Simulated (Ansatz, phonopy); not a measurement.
# NaH (Fm-3m) at temperature and pressure, part 2 of 2

How does compression alter the response of NaH to heat?

Ansatz 0.2.0; DFT LDA, scalar-relativistic, plane waves, PAW.

So far, isothermal bulk modulus at 298 K (GPa): step 7 (the quasi-harmonic study, pressure 2 GPa) 30.0.

### 10. Phonons on strained cells, pressure 10 GPa

The study relaxes the crystal at several strains, solves the phonons on some of them and minimises the free energy at each temperature (static energy, vibrations, the electrons in a metal, and PV under a set pressure); the q-mesh sets how far the force constants reach.

Contents of input.yaml:

```yaml
crystal:
  lattice:
    - [0.0, 2.1687183517, 2.1687183517]
    - [2.1687183517, 0.0, 2.1687183517]
    - [2.1687183517, 2.1687183517, 0.0]
  atoms:
    - { symbol: Na, position: [0.0, 0.0, 0.0] }
    - { symbol: H, position: [0.5, 0.5, 0.5] }
kpoints:
  mp_grid: { grid: [8, 8, 8] }
hamiltonian:
  xc: lda
scf:
  occupations: { method: fixed }
output:
  eigenvalues: true
phonons:
  method: dfpt
  qmesh: [4, 4, 4]
  temperatures: { t_max: 500.0, t_step: 25 }
  thermal_expansion: { pressure: 10.0 }
```

Started as:

```
$ ansatz run input.yaml --threads 4 --pin off --max-ram 8192MiB --backend cpu --events-out ev --progress --plain --runs-dir out
```

Wall time 92 s (4 threads of Arm Neoverse V2, shared host); peak memory 0.54 GiB.

Numbers from this step:

| Item | Value |
| --- | --- |
| pressure | 9.997 GPa |
| volume expansion coefficient at 298 K | 36.80 1e-6/K |
| C_P at 298 K | 14.68 J/mol-atom/K |
| entropy at 298 K | 15.00 J/mol-atom/K |
| isothermal bulk modulus at 298 K | 57.52 GPa |
| Grüneisen parameter at 298 K | 0.9261 |
| volume at 298 K | 10.55 Å³/atom |
| principal linear expansion coefficients at 298 K | 12.27, 12.27, 12.27 1e-6/K |

Strained cells of the study; zero-point energy where phonons were solved; the pressures are stresses at a fixed cutoff and can carry an offset from the finite basis. Expansion cells, by row:

```csv
cell,|a| (Å),|b| (Å),|c| (Å),V (Å³/atom),E - E_lowest (meV/atom),"pressure, compression positive (GPa)",gap (eV),zero-point energy (meV/atom)
1,3.067,3.067,3.067,10.2,42.41,9.971,3.946,-
2,3.092,3.092,3.092,10.45,28.12,8.553,3.903,-
3,3.043,3.043,3.043,9.959,58.58,11.5,3.99,-
4,3.067,3.067,3.067,10.2,42.35,9.965,3.946,108.1
5,3.082,3.082,3.082,10.36,33.2,9.065,3.919,106.4
6,3.098,3.098,3.098,10.51,24.69,8.2,3.891,104.7
7,3.114,3.114,3.114,10.67,16.93,7.38,3.865,103.1
8,3.129,3.129,3.129,10.83,9.867,6.6,3.838,101.5
9,3.037,3.037,3.037,9.9,62.88,11.9,4.001,-
10,3.052,3.052,3.052,10.05,52.24,10.91,3.973,-
11,3.154,3.154,3.154,11.1,0,5.437,3.796,-
```

Quasi-harmonic; a, b, c are the run's own cell vectors. Expansion, by row:

```csv
T (K),a (Å),b (Å),c (Å),alpha (deg),beta (deg),gamma (deg),cell volume (Å³/cell),alpha_a (1e-6/K),alpha_b (1e-6/K),alpha_c (1e-6/K),alpha_V (1e-6/K),C_P (J/mol-atom/K),C_V (J/mol-atom/K),S (J/mol-atom/K),B_T (GPa),B_S (GPa),Grueneisen,extrapolation,fit error (1e-6/K)
0,3.096,3.096,3.096,60,60,60,20.99,0,0,0,0,0,0,0,58.99,58.99,-,0,0
25,3.096,3.096,3.096,60,60,60,20.99,0.11,0.11,0.11,0.32,0.18,0.18,0.049,58.99,58.99,0.666,0,0
50,3.096,3.096,3.096,60,60,60,20.99,1.39,1.39,1.39,4.17,1.939,1.938,0.6,58.97,58.98,0.802,0,0
75,3.096,3.096,3.096,60,60,60,20.99,3.45,3.45,3.45,10.35,4.603,4.6,1.893,58.91,58.95,0.838,0,0
100,3.097,3.097,3.097,60,60,60,21,5.17,5.17,5.17,15.51,6.783,6.774,3.532,58.81,58.89,0.851,0,0
125,3.097,3.097,3.097,60,60,60,21.01,6.42,6.42,6.42,19.27,8.343,8.326,5.223,58.7,58.82,0.86,0,0
150,3.098,3.098,3.098,60,60,60,21.02,7.39,7.39,7.39,22.17,9.502,9.475,6.851,58.57,58.74,0.867,0,0
175,3.098,3.098,3.098,60,60,60,21.03,8.23,8.23,8.23,24.69,10.46,10.43,8.39,58.43,58.65,0.876,0,0
200,3.099,3.099,3.099,60,60,60,21.04,9.04,9.04,9.04,27.12,11.35,11.3,9.845,58.27,58.55,0.886,0,0
225,3.1,3.1,3.1,60,60,60,21.06,9.86,9.86,9.86,29.57,12.21,12.14,11.23,58.1,58.45,0.897,0,0
250,3.1,3.1,3.1,60,60,60,21.07,10.68,10.68,10.68,32.05,13.07,12.98,12.56,57.92,58.34,0.908,0,0.01
275,3.101,3.101,3.101,60,60,60,21.09,11.51,11.51,11.51,34.53,13.91,13.79,13.85,57.72,58.22,0.918,0,0.01
298.1,3.102,3.102,3.102,60,60,60,21.11,12.27,12.27,12.27,36.8,14.68,14.53,15,57.52,58.1,0.926,0,0.01
300,3.102,3.102,3.102,60,60,60,21.11,12.33,12.33,12.33,36.98,14.73,14.59,15.1,57.5,58.1,0.927,0,0.01
325,3.103,3.103,3.103,60,60,60,21.13,13.11,13.11,13.11,39.34,15.52,15.34,16.31,57.28,57.97,0.935,0,0.01
350,3.104,3.104,3.104,60,60,60,21.15,13.87,13.87,13.87,41.6,16.27,16.05,17.48,57.05,57.83,0.942,0,0.01
375,3.105,3.105,3.105,60,60,60,21.17,14.58,14.58,14.58,43.75,16.98,16.72,18.63,56.81,57.69,0.948,0,0.01
400,3.107,3.107,3.107,60,60,60,21.2,15.26,15.26,15.26,45.77,17.64,17.33,19.75,56.56,57.55,0.953,0,0.01
425,3.108,3.108,3.108,60,60,60,21.22,15.89,15.89,15.89,47.66,18.25,17.9,20.84,56.31,57.4,0.958,0,0.01
450,3.109,3.109,3.109,60,60,60,21.25,16.48,16.48,16.48,49.44,18.82,18.42,21.89,56.05,57.25,0.962,0,0.02
475,3.11,3.11,3.11,60,60,60,21.28,17.03,17.03,17.03,51.09,19.34,18.9,22.93,55.79,57.1,0.966,0,0.02
500,3.112,3.112,3.112,60,60,60,21.3,17.55,17.55,17.55,52.64,19.83,19.34,23.93,55.52,56.94,0.97,0,0.02
```

The expansion coefficient by temperature; values in 1e-6/K:

```csv
temperature (K),volume,principal 1
0,0,0
25,0.32,0.11
50,4.17,1.39
75,10.3,3.45
100,15.5,5.17
125,19.3,6.42
150,22.2,7.39
175,24.7,8.23
200,27.1,9.04
225,29.6,9.86
250,32.0,10.7
275,34.5,11.5
298,36.8,12.3
300,37.0,12.3
325,39.3,13.1
350,41.6,13.9
375,43.8,14.6
400,45.8,15.3
425,47.7,15.9
450,49.4,16.5
475,51.1,17.0
500,52.6,17.6
```

Changing the pressure (2 → 10 GPa) takes the volume expansion at 298 K from 83.8 to 36.8 × 10⁻⁶/K and B_T from 30.0 to 57.5 GPa.

### 11. Quasi-harmonic fit by phonopy, pressure 10 GPa

This step: DFT LDA, scalar-relativistic, plane waves, PAW (phonopy 4.10.0).

This step gave:

| Item | Value |
| --- | --- |
| volume expansion coefficient at 300 K | 36.93 1e-6/K |
| isothermal bulk modulus at 300 K | 57.56 GPa |
| C_P at 300 K | 14.74 J/mol-atom/K |
| Grüneisen parameter at 300 K | 0.926 |

Table of energy (each curve on its own zero) by volume; values in meV/atom:

```csv
volume (Å³/atom),static,F at 0 K,F at 300 K,F at 500 K
10.201,32.5,35.8,36.5,37.5
10.355,23.3,25.0,25.3,25.8
10.512,14.8,14.8,14.8,14.8
10.672,7.07,5.42,5.08,4.58
10.833,0,-3.27,-3.96,-4.98
```

At 10 GPa: the fit is of F + PV, and the F(V) shown holds no PV. Qha vinet, by row:

```csv
T (K),fitted volume (Å³/atom),alpha_V (1e-6/K),B_T (GPa),C_P (J/mol-atom/K),Grueneisen
75,10.5,10.17,58.89,4.5,0.8224
100,10.5,15.28,58.8,6.723,0.8384
125,10.5,19.13,58.69,8.321,0.8531
150,10.51,22.11,58.57,9.501,0.8649
175,10.52,24.67,58.44,10.47,0.8757
200,10.52,27.11,58.29,11.36,0.8865
225,10.53,29.56,58.13,12.22,0.8973
250,10.54,32.03,57.95,13.08,0.9078
275,10.55,34.5,57.76,13.92,0.9175
300,10.56,36.93,57.56,14.74,0.9264
325,10.57,39.28,57.35,15.53,0.9343
350,10.58,41.53,57.13,16.27,0.9413
375,10.59,43.66,56.91,16.98,0.9475
400,10.6,45.66,56.68,17.64,0.9529
425,10.61,47.54,56.44,18.25,0.9578
450,10.62,49.29,56.19,18.82,0.9621
475,10.64,50.93,55.95,19.34,0.9659
```

Volume expansion coefficient against temperature; values in 1e-6/K:

```csv
temperature (K),"phonopy-qha, Vinet",Ansatz's own study
75,10.2,10.3
100,15.3,15.5
125,19.1,19.3
150,22.1,22.2
175,24.7,24.7
200,27.1,27.1
225,29.6,29.6
250,32.0,32.0
275,34.5,34.5
300,36.9,37.0
325,39.3,39.3
350,41.5,41.6
375,43.7,43.8
400,45.7,45.8
425,47.5,47.7
450,49.3,49.4
475,50.9,51.1
```

The fit gives a volume expansion of 36.9 × 10⁻⁶/K at 300 K, against 36.8 at 298 K from the study itself, whose static fit uses more cells.

### 12. Outcome

| Property | Result |
| --- | --- |
| settings of these figures | LDA, 487.2 eV, k 8×8×8, q 4×4×4, 2 GPa |
| volume expansion coefficient at 298 K | 83.83 1e-6/K |
| C_P at 298 K | 16.99 J/mol-atom/K |
| entropy at 298 K | 18.03 J/mol-atom/K |
| isothermal bulk modulus at 298 K | 29.96 GPa |
| Grüneisen parameter at 298 K | 1.167 |
| volume at 298 K | 12.73 Å³/atom |
| principal linear expansion coefficients at 298 K | 27.95, 27.95, 27.95 1e-6/K |

**Reading.** Near room temperature and at 2 GPa NaH expands by 83.8 × 10⁻⁶/K in volume by LDA, with C_P = 17.0 J/(mol K) per mole of atoms and B_T = 30.0 GPa. C_P at room temperature is 68 % of the classical 3R an atom, so the stiffest modes are still partly frozen out. Going from 2 to 10 GPa changes the volume expansion at 298 K from 83.8 to 36.8 × 10⁻⁶/K; since α = γC_V/(B V), it follows the bulk modulus (30.0 → 57.5 GPa) and the Grüneisen parameter (1.2 → 0.93). The PAW files were made for PBE and are used here under another functional, for which the program regenerates the frozen cores.

[Logs are printed without paths, hosts, clocks, repeated set-up lines and the standing remarks that a program may print on its own settings, such as how far it seeks lower states.]

[Hosts, paths, dates, database ids (printed as entryN), source tags and the programs' standing remarks are cut or masked in the printed files.]

[A step with changed settings may run another functional than the one named; its input shows which.]
